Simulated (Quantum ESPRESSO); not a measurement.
# SiC (Moissanite 6H) (P6_3mc) in Quantum ESPRESSO: settings compared

Aim: see how the results for SiC (Moissanite 6H) move with the level of theory and the settings. Levels: PBE, LDA. Tasks: band structure.

All numbers are computed with Quantum ESPRESSO 7.5; they aren't measurements. Logs are shortened: lines on timing, memory, paths and dates and some standing lists are left out, and cuts for length are marked.

### Step 1. The crystal as given

The structure is hexagonal, space group P6_3mc (No. 186). Conventional cell: a = 3.095 Å, b = 3.095 Å, c = 15.170 Å, α = 90.00°, β = 90.00°, γ = 120.00°. Around Si (site symmetry 3m) lie 4 C at 1.90 Å. Si (site symmetry 3m) is surrounded by 4 C at 1.90 Å. Si (site symmetry 3m) has 4 C at 1.90 Å as nearest neighbours. C (site symmetry 3m) has 4 Si at 1.90 Å as nearest neighbours. C (site symmetry 3m) has 4 Si at 1.90 Å as nearest neighbours. Around C (site symmetry 3m) lie 4 Si at 1.90 Å.

### Step 2. Band structure, PBE

The input, pw.in:

```
&CONTROL
  calculation = 'scf'
  prefix = 'pwscf'
  outdir = './tmp'
  pseudo_dir = './pseudo'
  tprnfor = .true.
  tstress = .true.
  disk_io = 'low'
/
&SYSTEM
  ibrav = 0
  nat = 12
  ntyp = 2
  ecutwfc = 82
  nbnd = 33
  occupations = 'smearing'
  smearing = 'fd'
  degauss = 0.00367493
/
&ELECTRONS
  conv_thr = 2.4d-09
  electron_maxstep = 120
  mixing_beta = 0.5
/
ATOMIC_SPECIES
Si    28.0850 Si.upf
C     12.0110 C.upf
CELL_PARAMETERS angstrom
   3.0950000000    0.0000000000    0.0000000000
  -1.5475000000    2.6803486247    0.0000000000
   0.0000000000    0.0000000000   15.1700000000
ATOMIC_POSITIONS angstrom
Si     1.5475000002    0.8934495415    6.9524110000
Si    -0.0000000002    1.7868990832   14.5374110000
Si     1.5475000002    0.8934495415   12.0100890000
Si    -0.0000000002    1.7868990832    4.4250890000
Si     0.0000000000    0.0000000000    9.4812500000
Si     0.0000000000    0.0000000000    1.8962500000
C      1.5475000002    0.8934495415    5.0561610000
C     -0.0000000002    1.7868990832   12.6411610000
C      1.5475000002    0.8934495415   10.1138390000
C     -0.0000000002    1.7868990832    2.5288390000
C      0.0000000000    0.0000000000    7.5850000000
C      0.0000000000    0.0000000000    0.0000000000
K_POINTS automatic
10 10 2 0 0 0
```

The input, bands.in:

```
&CONTROL
  calculation = 'bands'
  prefix = 'pwscf'
  outdir = './tmp'
  pseudo_dir = './pseudo'
  disk_io = 'low'
  verbosity = 'high'
/
&SYSTEM
  ibrav = 0
  nat = 12
  ntyp = 2
  ecutwfc = 82
  nbnd = 33
  occupations = 'smearing'
  smearing = 'fd'
  degauss = 0.00367493
/
&ELECTRONS
  conv_thr = 1d-08
  electron_maxstep = 120
  mixing_beta = 0.5
  diago_full_acc = .true.
/
ATOMIC_SPECIES
Si    28.0850 Si.upf
C     12.0110 C.upf
CELL_PARAMETERS angstrom
   3.0950000000    0.0000000000    0.0000000000
  -1.5475000000    2.6803486247    0.0000000000
   0.0000000000    0.0000000000   15.1700000000
ATOMIC_POSITIONS angstrom
Si     1.5475000002    0.8934495415    6.9524110000
Si    -0.0000000002    1.7868990832   14.5374110000
Si     1.5475000002    0.8934495415   12.0100890000
Si    -0.0000000002    1.7868990832    4.4250890000
Si     0.0000000000    0.0000000000    9.4812500000
Si     0.0000000000    0.0000000000    1.8962500000
C      1.5475000002    0.8934495415    5.0561610000
C     -0.0000000002    1.7868990832   12.6411610000
C      1.5475000002    0.8934495415   10.1138390000
C     -0.0000000002    1.7868990832    2.5288390000
C      0.0000000000    0.0000000000    7.5850000000
C      0.0000000000    0.0000000000    0.0000000000
K_POINTS crystal
60
 0.0000000000  0.0000000000  0.0000000000 1
 0.0555555556  0.0000000000  0.0000000000 1
 0.1111111111  0.0000000000  0.0000000000 1
 0.1666666667  0.0000000000  0.0000000000 1
 0.2222222222  0.0000000000  0.0000000000 1
 0.2777777778  0.0000000000  0.0000000000 1
 0.3333333333  0.0000000000  0.0000000000 1
 0.3888888889  0.0000000000  0.0000000000 1
 0.4444444444  0.0000000000  0.0000000000 1
 0.5000000000  0.0000000000  0.0000000000 1
 0.4666666667  0.0666666667  0.0000000000 1
 0.4333333333  0.1333333333  0.0000000000 1
 0.4000000000  0.2000000000  0.0000000000 1
 0.3666666667  0.2666666667  0.0000000000 1
 0.3333333333  0.3333333333  0.0000000000 1
 0.3030303030  0.3030303030  0.0000000000 1
 0.2727272727  0.2727272727  0.0000000000 1
 0.2424242424  0.2424242424  0.0000000000 1
 0.2121212121  0.2121212121  0.0000000000 1
 0.1818181818  0.1818181818  0.0000000000 1
 0.1515151515  0.1515151515  0.0000000000 1
 0.1212121212  0.1212121212  0.0000000000 1
 0.0909090909  0.0909090909  0.0000000000 1
 0.0606060606  0.0606060606  0.0000000000 1
 0.0303030303  0.0303030303  0.0000000000 1
 0.0000000000  0.0000000000  0.0000000000 1
 0.0000000000  0.0000000000  0.5000000000 1
 0.0500000000  0.0000000000  0.5000000000 1
 0.1000000000  0.0000000000  0.5000000000 1
 0.1500000000  0.0000000000  0.5000000000 1
 0.2000000000  0.0000000000  0.5000000000 1
 0.2500000000  0.0000000000  0.5000000000 1
 0.3000000000  0.0000000000  0.5000000000 1
 0.3500000000  0.0000000000  0.5000000000 1
 0.4000000000  0.0000000000  0.5000000000 1
 0.4500000000  0.0000000000  0.5000000000 1
 0.5000000000  0.0000000000  0.5000000000 1
 0.4722222222  0.0555555556  0.5000000000 1
 0.4444444444  0.1111111111  0.5000000000 1
 0.4166666667  0.1666666667  0.5000000000 1
 0.3888888889  0.2222222222  0.5000000000 1
 0.3611111111  0.2777777778  0.5000000000 1
 0.3333333333  0.3333333333  0.5000000000 1
 0.3076923077  0.3076923077  0.5000000000 1
 0.2820512821  0.2820512821  0.5000000000 1
 0.2564102564  0.2564102564  0.5000000000 1
 0.2307692308  0.2307692308  0.5000000000 1
 0.2051282051  0.2051282051  0.5000000000 1
 0.1794871795  0.1794871795  0.5000000000 1
 0.1538461538  0.1538461538  0.5000000000 1
 0.1282051282  0.1282051282  0.5000000000 1
 0.1025641026  0.1025641026  0.5000000000 1
 0.0769230769  0.0769230769  0.5000000000 1
 0.0512820513  0.0512820513  0.5000000000 1
 0.0256410256  0.0256410256  0.5000000000 1
 0.0000000000  0.0000000000  0.5000000000 1
 0.5000000000  0.0000000000  0.5000000000 1
 0.5000000000  0.0000000000  0.0000000000 1
 0.3333333333  0.3333333333  0.0000000000 1
 0.3333333333  0.3333333333  0.5000000000 1
```

Potentials or basis: PseudoDojo 0.4.1 SR PBE standard.

Launch:

```bash
OMP_NUM_THREADS=1 pw.x -in pw.in > pw.out
OMP_NUM_THREADS=1 pw.x -in bands.in > bands.out
```

pw.out:

```text
This program is part of the open-source Quantum ESPRESSO suite
     for quantum simulation of materials; please cite
         "P. Giannozzi et al., J. Phys.:Condens. Matter 21 395502 (2009);
         "P. Giannozzi et al., J. Phys.:Condens. Matter 29 465901 (2017);
         "P. Giannozzi et al., J. Chem. Phys. 152 154105 (2020);
     in publications or presentations arising from this work. More details at

     Message from routine setup:
     using ibrav=0 with symmetry is DISCOURAGED, use correct ibrav instead

     G-vector sticks info
     --------------------
     sticks:   dense  smooth     PW     G-vecs:    dense   smooth      PW
     Sum         769     769    223                85197    85197   13043

     Using Slab Decomposition

     bravais-lattice index     =            0
     lattice parameter (alat)  =       5.8487  a.u.
     unit-cell volume          =     849.2472 (a.u.)^3
     number of atoms/cell      =           12
     number of atomic types    =            2
     number of electrons       =        48.00
     number of Kohn-Sham states=           33
     kinetic-energy cutoff     =      82.0000  Ry
     charge density cutoff     =     328.0000  Ry
     scf convergence threshold =      2.4E-09
     mixing beta               =       0.5000
     number of iterations used =            8  plain     mixing
     Exchange-correlation= PBE
                           (   1   4   3   4   0   0   0)

     celldm(1)=   5.848702  celldm(2)=   0.000000  celldm(3)=   0.000000
     celldm(4)=   0.000000  celldm(5)=   0.000000  celldm(6)=   0.000000

     crystal axes: (cart. coord. in units of alat)
               a(1) = (   1.000000   0.000000   0.000000 )
               a(2) = (  -0.500000   0.866025   0.000000 )
               a(3) = (   0.000000   0.000000   4.901454 )

     reciprocal axes: (cart. coord. in units 2 pi/alat)
               b(1) = (  1.000000  0.577350 -0.000000 )
               b(2) = (  0.000000  1.154701  0.000000 )
               b(3) = (  0.000000 -0.000000  0.204021 )

     PseudoPot. # 1 for Si read from file:
     Si.upf
     Pseudo is Norm-conserving + core correction, Zval =  4.0
     Generated using ONCVPSP code by D. R. Hamann
     Using radial grid of 1510 points,  6 beta functions with:
                l(1) =   0
                l(2) =   0
                l(3) =   1
                l(4) =   1
                l(5) =   2
                l(6) =   2

     PseudoPot. # 2 for C  read from file:
     C.upf
     Pseudo is Norm-conserving + core correction, Zval =  4.0
     Generated using ONCVPSP code by D. R. Hamann
     Using radial grid of 1248 points,  4 beta functions with:
                l(1) =   0
                l(2) =   0
                l(3) =   1
                l(4) =   1

     atomic species   valence    mass     pseudopotential
     Si                4.00    28.08500     Si( 1.00)
     C                 4.00    12.01100     C ( 1.00)

     12 Sym. Ops. (no inversion) found ( 6 have fractional translation)

   Cartesian axes

     site n.     atom                  positions (alat units)
         1        Si     tau(   1) = (   0.5000000   0.2886751   2.2463363  )
         2        Si     tau(   2) = (  -0.0000000   0.5773503   4.6970633  )
         3        Si     tau(   3) = (   0.5000000   0.2886751   3.8804811  )
         4        Si     tau(   4) = (  -0.0000000   0.5773503   1.4297541  )
         5        Si     tau(   5) = (   0.0000000   0.0000000   3.0634087  )
         6        Si     tau(   6) = (   0.0000000   0.0000000   0.6126817  )
         7        C      tau(   7) = (   0.5000000   0.2886751   1.6336546  )
         8        C      tau(   8) = (  -0.0000000   0.5773503   4.0843816  )
         9        C      tau(   9) = (   0.5000000   0.2886751   3.2677994  )
        10        C      tau(  10) = (  -0.0000000   0.5773503   0.8170724  )
        11        C      tau(  11) = (   0.0000000   0.0000000   2.4507270  )
        12        C      tau(  12) = (   0.0000000   0.0000000   0.0000000  )

     number of k points=    28  Fermi-Dirac smearing, width (Ry)=  0.0037
                       cart. coord. in units 2pi/alat
        k(    1) = (   0.0000000   0.0000000   0.0000000), wk =   0.0100000
        k(    2) = (   0.0000000   0.0000000  -0.1020105), wk =   0.0100000
        k(    3) = (   0.0000000   0.1154701   0.0000000), wk =   0.0600000
        k(    4) = (   0.0000000   0.1154701  -0.1020105), wk =   0.0600000
        k(    5) = (   0.0000000   0.2309401   0.0000000), wk =   0.0600000
        k(    6) = (   0.0000000   0.2309401  -0.1020105), wk =   0.0600000
[... 20 lines left out ...]
        k(   27) = (   0.3000000   0.5196152   0.0000000), wk =   0.0600000
        k(   28) = (   0.3000000   0.5196152  -0.1020105), wk =   0.0600000

     Dense  grid:    85197 G-vectors     FFT dimensions: (  36,  36, 180)

     Initial potential from superposition of free atoms

     starting charge      47.9961, renormalised to      48.0000
     Starting wfcs are   48 randomized atomic wfcs

     Self-consistent Calculation

     iteration #  1     ecut=    82.00 Ry     beta= 0.50
     Davidson diagonalization with overlap
     ethr =  1.00E-02,  avg # of iterations =  4.2

     total energy              =    -122.62591662 Ry
     estimated scf accuracy    <       2.53547021 Ry

     iteration #  2     ecut=    82.00 Ry     beta= 0.50
     Davidson diagonalization with overlap
     ethr =  5.28E-03,  avg # of iterations =  2.0
[... 18 lines left out ...]
     iteration #  5     ecut=    82.00 Ry     beta= 0.50
     Davidson diagonalization with overlap
     ethr =  2.21E-05,  avg # of iterations =  2.9

     total energy              =    -123.24157649 Ry
     estimated scf accuracy    <       0.00156813 Ry

     iteration #  6     ecut=    82.00 Ry     beta= 0.50
     Davidson diagonalization with overlap
     c_bands:  1 eigenvalues not converged
     ethr =  3.27E-06,  avg # of iterations =  9.1

     total energy              =    -123.24220290 Ry
     estimated scf accuracy    <       0.00088602 Ry

     iteration #  7     ecut=    82.00 Ry     beta= 0.50
     Davidson diagonalization with overlap
     ethr =  1.85E-06,  avg # of iterations =  2.7

     total energy              =    -123.24236240 Ry
     estimated scf accuracy    <       0.00000158 Ry
[... 26 lines left out ...]
     total energy              =    -123.24236838 Ry
     estimated scf accuracy    <          4.5E-09 Ry

     iteration # 12     ecut=    82.00 Ry     beta= 0.50
     Davidson diagonalization with overlap
     ethr =  9.44E-12,  avg # of iterations =  3.9

     End of self-consistent calculation

          k = 0.0000 0.0000 0.0000 ( 10745 PWs)   bands (ev):

    -5.9842  -5.4722  -5.4275  -3.9546  -3.9223  -2.4572   0.8489   3.1696
     3.2028   6.9568   6.9741   8.2232   8.2232   8.4086   8.4086   8.5210
     8.5210   8.9841   8.9841   9.0754   9.0754   9.3288   9.3741   9.3741
    14.4131  14.5863  14.9915  15.5009  15.5153  15.9071  16.2097  16.2099
    16.6584

          k = 0.0000 0.0000-0.1020 ( 10738 PWs)   bands (ev):
[... 65 lines left out ...]
    -3.3122  -3.3122  -2.4451  -2.4451  -1.2197  -1.2197   1.6301   1.6301
     2.0819   2.0819   3.3865   3.3865   4.5597   4.5597   6.3973   6.3973
     6.4741   6.4741   7.1579   7.1579   7.6865   7.6865   8.1818   8.1818
    11.7466  11.7466  13.0187  13.0187  14.2894  14.2894  15.0951  15.0951
    16.2128

          k = 0.0000-0.5774 0.0000 ( 10634 PWs)   bands (ev):

    -2.5720  -2.4055  -2.2126  -1.6968  -1.5658  -1.0959   0.9942   1.2981
     1.5740   1.6244   2.4924   2.7411   4.7847   4.9631   6.1588   6.3314
     6.4546   6.5449   6.5871   7.1247   7.5678   7.6030   7.7130   8.2792
    11.4025  11.5837  12.5654  13.2459  13.9426  13.9807  14.8256  14.8529
    15.8636

          k = 0.0000-0.5774-0.1020 ( 10604 PWs)   bands (ev):

    -2.5136  -2.5136  -2.0019  -2.0019  -1.2582  -1.2582   1.0189   1.0189
     1.9326   1.9326   2.3343   2.3343   5.2050   5.2050   5.9252   5.9252
     6.2628   6.2628   7.0327   7.0327   7.6602   7.6602   8.0742   8.0742
    11.4412  11.4412  12.7891  12.7891  14.1349  14.1349  14.8464  14.8464
    16.1097

          k = 0.1000 0.1732 0.0000 ( 10673 PWs)   bands (ev):

    -5.4729  -4.9691  -4.9226  -3.4795  -3.4456  -2.0354   1.3061   3.4531
     3.4817   6.1791   6.3016   6.4058   6.4133   6.6394   7.2698   7.5504
     7.6305   7.6648   7.9425   8.2102   8.2626   8.6598   8.7982   9.1008
    14.7479  14.8343  14.9809  15.1969  15.2258  15.7909  16.1935  16.2894
    16.5275
[... 115 lines left out ...]
    -1.9304  -1.9304  -1.4532  -1.4532  -1.1261  -1.1261   1.8891   1.8891
     2.1982   2.1982   2.5875   2.5875   3.7182   3.7182   4.3558   4.3558
     4.8355   4.8355   6.0503   6.0503   6.9667   6.9667   7.2001   7.2001
    13.0676  13.0676  13.6474  13.6474  15.0467  15.0467  16.5127  16.5128
    17.7178

     the Fermi energy is    10.4019 ev

!    total energy              =    -123.24236838 Ry
     estimated scf accuracy    <          8.7E-10 Ry
     smearing contrib. (-TS)   =      -0.00000000 Ry
     internal energy E=F+TS    =    -123.24236838 Ry

     The total energy is F=E-TS. E is the sum of the following terms:
     one-electron contribution =      32.82461052 Ry
     hartree contribution      =      14.12235320 Ry
     xc contribution           =     -45.22860552 Ry
     ewald contribution        =    -124.96072657 Ry

     convergence has been achieved in  12 iterations

     Forces acting on atoms (cartesian axes, Ry/au):

     atom    1 type  1   force =     0.00000000    0.00000000    0.00207174
     atom    2 type  1   force =     0.00000000    0.00000000    0.00207174
     atom    3 type  1   force =     0.00000000   -0.00000000    0.00097229
     atom    4 type  1   force =     0.00000000    0.00000000    0.00097229
     atom    5 type  1   force =     0.00000000    0.00000000    0.00166550
     atom    6 type  1   force =     0.00000000    0.00000000    0.00166550
     atom    7 type  2   force =     0.00000000    0.00000000   -0.00056126
     atom    8 type  2   force =     0.00000000    0.00000000   -0.00056126
     atom    9 type  2   force =    -0.00000000   -0.00000000    0.00131409
     atom   10 type  2   force =     0.00000000    0.00000000    0.00131409
     atom   11 type  2   force =     0.00000000    0.00000000   -0.00546237
     atom   12 type  2   force =    -0.00000000   -0.00000000   -0.00546237

     Total force =     0.008932     Total SCF correction =     0.000007

     Computing stress (Cartesian axis) and pressure

          total   stress  (Ry/bohr**3)                   (kbar)     P=        1.98
  -0.00000405   0.00000000   0.00000000           -0.60        0.00        0.00
   0.00000000  -0.00000405   0.00000000            0.00       -0.60        0.00
   0.00000000   0.00000000   0.00004848            0.00        0.00        7.13

=------------------------------------------------------------------------------=
   JOB DONE.
=------------------------------------------------------------------------------=
```

Run time: 8 min. Hardware: 1 thread of INTEL XEON PLATINUM 8581C at 2.30GHz (Emerald Rapids), shared host; peak memory 0.42 GiB.

Results:

| Item | Value |
| --- | --- |
| Free energy | -1676.7978 eV |
| Pressure | 0.2 GPa |
| Largest force | 0.140 eV/Å |
| Band gap on the k mesh | 2.03 eV, indirect (least direct gap 3.12 eV) |
| Band gap along the path | 2.03 eV, indirect (least direct gap 3.12 eV) |

Forces on the atoms (eV/Å):
```
Si   0.000  0.000  0.053
Si   0.000  0.000  0.053
Si   0.000  0.000  0.025
Si   0.000  0.000  0.025
Si   0.000  0.000  0.043
Si   0.000  0.000  0.043
C    0.000  0.000 -0.014
C    0.000  0.000 -0.014
C    0.000  0.000  0.034
C    0.000  0.000  0.034
C    0.000  0.000 -0.140
C    0.000  0.000 -0.140
```

Stress tensor (GPa, compression positive):
```
-0.06  0.00  0.00
 0.00 -0.06  0.00
 0.00  0.00  0.71
```

Levels at the corners of the path, in eV from the valence-band top:
| point | band 20 | band 21 | band 22 | band 23 | band 24 | band 25 | band 26 | band 27 | band 28 | band 29 |
| --- | --- | --- | --- | --- | --- | --- | --- | --- | --- | --- |
| Γ | -0.30 | -0.30 | -0.05 | 0.00 | 0.00 | 5.04 | 5.21 | 5.62 | 6.13 | 6.14 |
| M | -2.25 | -1.81 | -1.77 | -1.66 | -1.09 | 2.03 | 2.21 | 3.19 | 3.87 | 4.57 |
| K | -3.34 | -3.14 | -2.21 | -2.06 | -2.06 | 3.48 | 3.48 | 3.76 | 5.05 | 6.18 |
| Γ | -0.30 | -0.30 | -0.05 | 0.00 | 0.00 | 5.04 | 5.21 | 5.62 | 6.13 | 6.14 |
| A | -0.64 | -0.10 | -0.10 | -0.10 | -0.10 | 5.11 | 5.11 | 5.85 | 5.85 | 6.49 |
| L | -2.34 | -1.71 | -1.71 | -1.30 | -1.30 | 2.07 | 2.07 | 3.41 | 3.41 | 4.76 |
| H | -3.03 | -2.62 | -2.62 | -2.25 | -2.25 | 3.67 | 3.67 | 4.33 | 4.33 | 5.44 |
| A | -0.64 | -0.10 | -0.10 | -0.10 | -0.10 | 5.11 | 5.11 | 5.85 | 5.85 | 6.49 |
| L | -2.34 | -1.71 | -1.71 | -1.30 | -1.30 | 2.07 | 2.07 | 3.41 | 3.41 | 4.76 |
| M | -2.25 | -1.81 | -1.77 | -1.66 | -1.09 | 2.03 | 2.21 | 3.19 | 3.87 | 4.57 |
| K | -3.34 | -3.14 | -2.21 | -2.06 | -2.06 | 3.48 | 3.48 | 3.76 | 5.05 | 6.18 |
| H | -3.03 | -2.62 | -2.62 | -2.25 | -2.25 | 3.67 | 3.67 | 4.33 | 4.33 | 5.44 |

Caveat: some levels on the path didn't converge. A hybrid or GW would open this gap; PBE tends to underestimate it.

(Continued in part 2 of 2.)
